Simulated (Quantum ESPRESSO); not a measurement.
# As (R-3m) in Quantum ESPRESSO: a series of runs

Runs on As. Level: r2SCAN. Tasks: single point, equation of state.

Program: Quantum ESPRESSO 7.5. These are calculated values, not measurements. Logs are shortened: lines on timing, memory, paths and dates and some standing lists are left out, and cuts for length are marked.

## 1. The structure

Symmetry: R-3m, No. 166, trigonal system. The conventional cell has a = 3.762 Å, b = 3.762 Å, c = 10.542 Å, α = 90.00°, β = 90.00°, γ = 120.00°. As (site symmetry 3m) is surrounded by 3 As at 2.51 Å.

## 2. Single point, r2SCAN, 20.24 Å³/atom

File pw.in:

```
&CONTROL
  calculation = 'scf'
  prefix = 'pwscf'
  outdir = './tmp'
  pseudo_dir = './pseudo'
  tstress = .true.
  disk_io = 'nowf'
/
&SYSTEM
  ibrav = 0
  nat = 2
  ntyp = 1
  ecutwfc = 70
  nbnd = 10
  input_dft = 'r2scan'
  occupations = 'smearing'
  smearing = 'fd'
  degauss = 0.00367493
  nosym = .true.
  nr1 = 48
  nr2 = 48
  nr3 = 48
/
&ELECTRONS
  conv_thr = 1d-08
  electron_maxstep = 120
  mixing_beta = 0.5
/
ATOMIC_SPECIES
As    74.9216 As_ONCV_PBE-1.2.upf
CELL_PARAMETERS angstrom
   1.8424025153    1.0637115881    3.4423263150
  -1.8424025153    1.0637115881    3.4423263150
   0.0000000000   -2.1274231763    3.4423263150
ATOMIC_POSITIONS crystal
As     0.2260000000    0.2260000000    0.2260000000
As     0.7740000000    0.7740000000    0.7740000000
K_POINTS automatic
7 7 7 0 0 0
```

Potentials or basis: SG15 PBE 1.2.

Command:

```sh
> OMP_NUM_THREADS=1 mpirun -n 2 pw.x -nk 2 -in pw.in > pw.out
```

pw.out:

```text
This program is part of the open-source Quantum ESPRESSO suite
     for quantum simulation of materials; please cite
         "P. Giannozzi et al., J. Phys.:Condens. Matter 21 395502 (2009);
         "P. Giannozzi et al., J. Phys.:Condens. Matter 29 465901 (2017);
         "P. Giannozzi et al., J. Chem. Phys. 152 154105 (2020);
     in publications or presentations arising from this work. More details at

     IMPORTANT: XC functional enforced from input :
     Exchange-correlation= R2SCAN
                           (   0   0   0   0   0 497 498)
     Any further DFT definition will be discarded
     Please, verify this is what you really want

     K-points division:     npool     =       2
     Subspace diagonalization in iterative solution of the eigenvalue problem:
     a serial algorithm will be used

     G-vector sticks info
     --------------------
     sticks:   dense  smooth     PW     G-vecs:    dense   smooth      PW
     Sum        1063    1063    331                21647    21647    3727

     Using Slab Decomposition

     bravais-lattice index     =            0
     lattice parameter (alat)  =       7.6471  a.u.
     unit-cell volume          =     273.1545 (a.u.)^3
     number of atoms/cell      =            2
     number of atomic types    =            1
     number of electrons       =        10.00
     number of Kohn-Sham states=           10
     kinetic-energy cutoff     =      70.0000  Ry
     charge density cutoff     =     280.0000  Ry
     scf convergence threshold =      1.0E-08
     mixing beta               =       0.5000
     number of iterations used =            8  plain     mixing
     Exchange-correlation= R2SCAN
                           (   0   0   0   0   0 497 498)

     celldm(1)=   7.647098  celldm(2)=   0.000000  celldm(3)=   0.000000
     celldm(4)=   0.000000  celldm(5)=   0.000000  celldm(6)=   0.000000

     crystal axes: (cart. coord. in units of alat)
               a(1) = (   0.455289   0.262861   0.850656 )
               a(2) = (  -0.455289   0.262861   0.850656 )
               a(3) = (   0.000000  -0.525722   0.850656 )

     reciprocal axes: (cart. coord. in units 2 pi/alat)
               b(1) = (  1.098205  0.634049  0.391854 )
               b(2) = ( -1.098205  0.634049  0.391854 )
               b(3) = ( -0.000000 -1.268098  0.391854 )

     PseudoPot. # 1 for As read from file:
     As_ONCV_PBE-1.2.upf
     Pseudo is Norm-conserving, Zval =  5.0
     Generated using ONCVPSP code by D. R. Hamann
     Using radial grid of  602 points,  6 beta functions with:
                l(1) =   0
                l(2) =   0
                l(3) =   1
                l(4) =   1
                l(5) =   2
                l(6) =   2

     atomic species   valence    mass     pseudopotential
     As                5.00    74.92160     As( 1.00)

     No symmetry found

   Cartesian axes

     site n.     atom                  positions (alat units)
         1        As     tau(   1) = (   0.0000000  -0.0000000   0.5767451  )
         2        As     tau(   2) = (  -0.0000000  -0.0000000   1.9752244  )

     number of k points=   172  Fermi-Dirac smearing, width (Ry)=  0.0037

     Number of k-points >= 100: set verbosity='high' to print them.

     Dense  grid:    21647 G-vectors     FFT dimensions: (  48,  48,  48)

     WARNING: libxc functional with ID  497 depends
      on external parameters: check the user_guide of
      QE if you need to modify them or to check their
      default values.

     WARNING: libxc functional with ID  498 depends
      on external parameters: check the user_guide of
      QE if you need to modify them or to check their
      default values.

     Initial potential from superposition of free atoms

     starting charge       9.9361, renormalised to      10.0000
     Starting wfcs are random

     Self-consistent Calculation

     iteration #  1     ecut=    70.00 Ry     beta= 0.50
     Davidson diagonalization with overlap
     ethr =  1.00E-02,  avg # of iterations =  7.7

     Threshold (ethr) on eigenvalues was too large:
     Diagonalizing with lowered threshold

     Davidson diagonalization with overlap
     ethr =  3.30E-04,  avg # of iterations =  1.8

     total energy              =     -25.34704929 Ry
     estimated scf accuracy    <       0.03307167 Ry

     iteration #  2     ecut=    70.00 Ry     beta= 0.50
     Davidson diagonalization with overlap
     ethr =  3.31E-04,  avg # of iterations =  1.0

     total energy              =     -25.35817541 Ry
     estimated scf accuracy    <       0.00810694 Ry

     iteration #  3     ecut=    70.00 Ry     beta= 0.50
     Davidson diagonalization with overlap
     ethr =  8.11E-05,  avg # of iterations =  2.4

     total energy              =     -25.35897351 Ry
     estimated scf accuracy    <       0.00004851 Ry

     iteration #  4     ecut=    70.00 Ry     beta= 0.50
     Davidson diagonalization with overlap
     ethr =  4.85E-07,  avg # of iterations =  5.0

     total energy              =     -25.35899752 Ry
     estimated scf accuracy    <       0.00000779 Ry

     iteration #  5     ecut=    70.00 Ry     beta= 0.50
     Davidson diagonalization with overlap
     ethr =  7.79E-08,  avg # of iterations =  2.0

     total energy              =     -25.35899884 Ry
     estimated scf accuracy    <       0.00000019 Ry

     iteration #  6     ecut=    70.00 Ry     beta= 0.50
     Davidson diagonalization with overlap
     ethr =  1.95E-09,  avg # of iterations =  2.0

     End of self-consistent calculation

     Number of k-points >= 100: set verbosity='high' to print the bands.

     the Fermi energy is     8.5127 ev

!    total energy              =     -25.35899890 Ry
     estimated scf accuracy    <          8.5E-09 Ry
     smearing contrib. (-TS)   =      -0.00017851 Ry
     internal energy E=F+TS    =     -25.35882039 Ry

     The total energy is F=E-TS. E is the sum of the following terms:
     one-electron contribution =       6.79706380 Ry
     hartree contribution      =       1.35787395 Ry
     xc contribution           =      -6.36606454 Ry
     ewald contribution        =     -27.14769360 Ry

     convergence has been achieved in   6 iterations

     Computing stress (Cartesian axis) and pressure

          total   stress  (Ry/bohr**3)                   (kbar)     P=       96.61
   0.00071281   0.00000000  -0.00000000          104.86        0.00       -0.00
   0.00000000   0.00071280  -0.00000000            0.00      104.86       -0.00
  -0.00000000  -0.00000000   0.00054470           -0.00       -0.00       80.13

=------------------------------------------------------------------------------=
   JOB DONE.
=------------------------------------------------------------------------------=
```

Run time: 2.7 min. Hardware: 2 MPI ranks of Intel Xeon Platinum 8259CL at 2.50GHz (Skylake/Cascade Lake), shared host; peak memory 0.24 GiB.

What came out:

| Item | Value |
| --- | --- |
| Free energy | -345.0268 eV |
| Pressure | 9.7 GPa |
| Band gap on the k mesh | 0.02 eV, indirect (least direct gap 0.81 eV) |

Caveat: the potentials were made for another functional, which shifts forces and pressure; an odd mesh through Γ misses points on the zone boundary, where band edges often lie.

## 3. Single point, r2SCAN, 20.67 Å³/atom

pw.in, as its differences from that of step 2:

```diff
@@ -31,5 +31,5 @@
 CELL_PARAMETERS angstrom
-   1.8424025153    1.0637115881    3.4423263150
-  -1.8424025153    1.0637115881    3.4423263150
-   0.0000000000   -2.1274231763    3.4423263150
+   1.8553776084    1.0712027616    3.4665688483
+  -1.8553776084    1.0712027616    3.4665688483
+   0.0000000000   -2.1424055233    3.4665688483
 ATOMIC_POSITIONS crystal
```

Potentials or basis: SG15 PBE 1.2.

Command:

```sh
> OMP_NUM_THREADS=1 mpirun -n 2 pw.x -nk 2 -in pw.in > pw.out
```

Run time: 2.8 min. Hardware: 2 MPI ranks of Intel Xeon Platinum 8259CL at 2.50GHz (Skylake/Cascade Lake), shared host; peak memory 0.24 GiB.

It converged, with:

```
Free energy            : -345.0726 eV
Pressure               : 7.4 GPa
Band gap on the k mesh : 0.01 eV, indirect (least direct gap 0.78 eV)
```

Caveat: the potentials were made for another functional, which shifts forces and pressure; an odd mesh through Γ misses points on the zone boundary, where band edges often lie.

## 4. Single point, r2SCAN, 21.10 Å³/atom

pw.in, as its differences from that of step 3:

```diff
@@ -31,5 +31,5 @@
 CELL_PARAMETERS angstrom
-   1.8553776084    1.0712027616    3.4665688483
-  -1.8553776084    1.0712027616    3.4665688483
-   0.0000000000   -2.1424055233    3.4665688483
+   1.8681737204    1.0785906003    3.4904769752
+  -1.8681737204    1.0785906003    3.4904769752
+   0.0000000000   -2.1571812007    3.4904769752
 ATOMIC_POSITIONS crystal
```

Command:

```sh
> OMP_NUM_THREADS=1 mpirun -n 2 pw.x -nk 2 -in pw.in > pw.out
```

Run time: 3.1 min. Hardware: 2 MPI ranks of Intel Xeon Platinum 8259CL at 2.50GHz (Skylake/Cascade Lake), shared host; peak memory 0.26 GiB.

The run converged. Its results:

```yaml
Free_energy: -345.1069 eV
Pressure: 5.4 GPa
Band_gap_on_the_k_mesh: 0.00 eV, indirect (least direct gap 0.74 eV)
```

Caveat: the potentials were made for another functional, which shifts forces and pressure; an odd mesh through Γ misses points on the zone boundary, where band edges often lie.

## 5. Single point, r2SCAN, 21.53 Å³/atom

pw.in, as its differences from that of step 4:

```diff
@@ -31,5 +31,5 @@
 CELL_PARAMETERS angstrom
-   1.8681737204    1.0785906003    3.4904769752
-  -1.8681737204    1.0785906003    3.4904769752
-   0.0000000000   -2.1571812007    3.4904769752
+   1.8807968987    1.0858785957    3.5140619945
+  -1.8807968987    1.0858785957    3.5140619945
+   0.0000000000   -2.1717571915    3.5140619945
 ATOMIC_POSITIONS crystal
```

Command:

```sh
> OMP_NUM_THREADS=1 mpirun -n 2 pw.x -nk 2 -in pw.in > pw.out
```

Run time: 2.9 min. Hardware: 2 MPI ranks of Intel Xeon Platinum 8259CL at 2.50GHz (Skylake/Cascade Lake), shared host; peak memory 0.24 GiB.

It converged, with:

```
Free energy            : -345.1310 eV
Pressure               : 3.6 GPa
Band gap on the k mesh : none (metal or under the smearing width)
```

Caveat: the k mesh is coarse; the potentials were made for another functional, which shifts forces and pressure.

## 6. Single point, r2SCAN, 21.96 Å³/atom

pw.in, as its differences from that of step 5:

```diff
@@ -31,5 +31,5 @@
 CELL_PARAMETERS angstrom
-   1.8807968987    1.0858785957    3.5140619945
-  -1.8807968987    1.0858785957    3.5140619945
-   0.0000000000   -2.1717571915    3.5140619945
+   1.8932528703    1.0930700543    3.5373346065
+  -1.8932528703    1.0930700543    3.5373346065
+   0.0000000000   -2.1861401086    3.5373346065
 ATOMIC_POSITIONS crystal
```

Potentials or basis: SG15 PBE 1.2.

Command:

```sh
> OMP_NUM_THREADS=1 mpirun -n 2 pw.x -nk 2 -in pw.in > pw.out
```

Run time: 2.9 min. Hardware: 2 MPI ranks of Intel Xeon Platinum 8259CL at 2.50GHz (Skylake/Cascade Lake), shared host; peak memory 0.26 GiB.

Results (log left out):

```
Free energy            : -345.1457 eV
Pressure               : 1.9 GPa
Band gap on the k mesh : none (metal or under the smearing width)
```

Caveat: the k mesh is coarse; the potentials were made for another functional, which shifts forces and pressure.

## 7. Single point, r2SCAN, 22.39 Å³/atom

pw.in, as its differences from that of step 6:

```diff
@@ -31,5 +31,5 @@
 CELL_PARAMETERS angstrom
-   1.8932528703    1.0930700543    3.5373346065
-  -1.8932528703    1.0930700543    3.5373346065
-   0.0000000000   -2.1861401086    3.5373346065
+   1.9055470646    1.1001681106    3.5603049553
+  -1.9055470646    1.1001681106    3.5603049553
+   0.0000000000   -2.2003362214    3.5603049553
 ATOMIC_POSITIONS crystal
```

Command:

```sh
> OMP_NUM_THREADS=1 mpirun -n 2 pw.x -nk 2 -in pw.in > pw.out
```

Wall time 3.2 min (2 MPI ranks of Intel Xeon Platinum 8259CL at 2.50GHz (Skylake/Cascade Lake), shared host); peak memory 0.26 GiB.

Results (log left out):

- Free energy: -345.1520 eV
- Pressure: 0.4 GPa
- Band gap on the k mesh: none (metal or under the smearing width)

Caveat: the k mesh is coarse; the potentials were made for another functional, which shifts forces and pressure.

## 8. Single point, r2SCAN, 22.82 Å³/atom

pw.in, as its differences from that of step 7:

```diff
@@ -31,5 +31,5 @@
 CELL_PARAMETERS angstrom
-   1.9055470646    1.1001681106    3.5603049553
-  -1.9055470646    1.1001681106    3.5603049553
-   0.0000000000   -2.2003362214    3.5603049553
+   1.9176846343    1.1071757398    3.5829826684
+  -1.9176846343    1.1071757398    3.5829826684
+   0.0000000000   -2.2143514796    3.5829826684
 ATOMIC_POSITIONS crystal
```

Command:

```sh
> OMP_NUM_THREADS=1 mpirun -n 2 pw.x -nk 2 -in pw.in > pw.out
```

Run time: 3.2 min. Hardware: 2 MPI ranks of Intel Xeon Platinum 8259CL at 2.50GHz (Skylake/Cascade Lake), shared host; peak memory 0.26 GiB.

Results (log left out):

```
Free energy            : -345.1506 eV
Pressure               : -0.9 GPa
Band gap on the k mesh : none (metal or under the smearing width)
```

Caveat: the k mesh is coarse; the potentials were made for another functional, which shifts forces and pressure.

## 9. Equation of state, r2SCAN

Potentials or basis: SG15 PBE 1.2.

This step only gathers the single runs of the series.

What came out:

| Property | Result |
| --- | --- |
| Equilibrium volume | 22.53 Å³/atom |
| Bulk modulus at fixed shape and positions | 72 GPa |
| Pressure derivative of the bulk modulus | 4.2 |

Energy against volume, from the lowest point:
```
volume (Å³/atom)  energy (meV/atom)
          20.239              62.61
          20.669              39.71
          21.100              22.52
          21.530              10.50
          21.961               3.14
          22.392               0.00
          22.822               0.67
```

Caveat: the potentials were made for another functional, which shifts forces and pressure; the cell was scaled at fixed shape and fractional positions, which overstates the stiffness of a crystal with free parameters, most of all of layers and chains.
